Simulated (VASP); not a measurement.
Consider the following.

```yaml
crystal:
  lattice:
    - [0.00000, 3.03240, 3.03240]
    - [3.03240, 0.00000, 3.03240]
    - [3.03240, 3.03240, 0.00000]
  atoms:
    - { symbol: Zn, position: [0.00000, 0.00000, 0.00000] }
    - { symbol: Te, position: [0.25000, 0.25000, 0.25000] }
```

Level of theory: PBEsol GGA with spin-orbit coupling, VASP's PBE PAW potentials (set 64) (plane waves; VASP). Settings: 400 eV cut-off, 7×7×7 Γ-centred mesh, Gaussian smearing of 0.050 eV, potentials Zn Te.

**Question.** Estimate the energy per atom (σ→0), band gap (over mesh and band path) with the smallest direct gap where there is one.

**Answer.** 
```yaml
band gap (over mesh and band path): 0.96 eV
smallest direct gap (over mesh and band path): 0.96 eV
energy per atom (σ→0): -3.004 eV/atom
```

The absolute energy has meaning only against runs of the same code, potentials and settings.

The compound is ZnTe in the zinc blende structure. It was relaxed first.
